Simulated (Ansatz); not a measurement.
The system is HfC.

```
CELL_PARAMETERS angstrom
3.34287 0.00000 0.00000
-1.67143 2.89501 0.00000
0.00000 0.00000 5.20271
ATOMIC_POSITIONS crystal
Hf 0.33333 0.66667 0.25000
Hf 0.66667 0.33333 0.75000
C 0.00000 0.00000 0.50000
C 0.00000 0.00000 0.00000
```

The cell comes from a database or a generator and needn't be the stable form of this composition.

| Item | Value |
| --- | --- |
| Program | Ansatz 0.2.0 |
| Task | single point |
| Functional | PBEsol |
| Potentials or basis | all-electron LAPW, scalar-relativistic |
| Cutoff | 302 eV (chosen from the basis error) |
| Basis error allowed | 0.001 eV/atom |
| k mesh | 9 × 9 × 5 |
| Occupations | fermi-dirac, width 0.05 eV |
| Spin | no spin polarisation |

On this cell: pressure -7.3 GPa; largest force under 0.003 eV/Å; band gap on the k mesh none (metal or under the smearing width).

The same run follows on a disturbed copy (atoms moved at random, drawn with an rms of 0.05 Å):

```
Hf C
1.0
     3.34287    0.00000    0.00000
    -1.67143    2.89501    0.00000
     0.00000    0.00000    5.20271
Hf C
2 2
Direct
  0.33878 0.66655 0.25622
  0.67665 0.34244 0.74911
  0.00969 0.00677 0.49964
  0.00129 0.99478 0.00306
```

Problem. What changes?

Solution. The energy (extrapolated to zero smearing) moves by +4.8 meV/atom; pressure -7.2 GPa; largest force 0.642 eV/Å; band gap on the k mesh none (metal or under the smearing width).

Forces on the atoms (eV/Å):
```
Hf  -0.020  0.042 -0.614
Hf  -0.013 -0.352  0.536
C   -0.018 -0.003  0.170
C    0.052  0.313 -0.092
```

Stress tensor (GPa, compression positive):
```
-8.13  0.00 -0.01
 0.00 -8.22 -0.10
-0.01 -0.10 -5.17
```
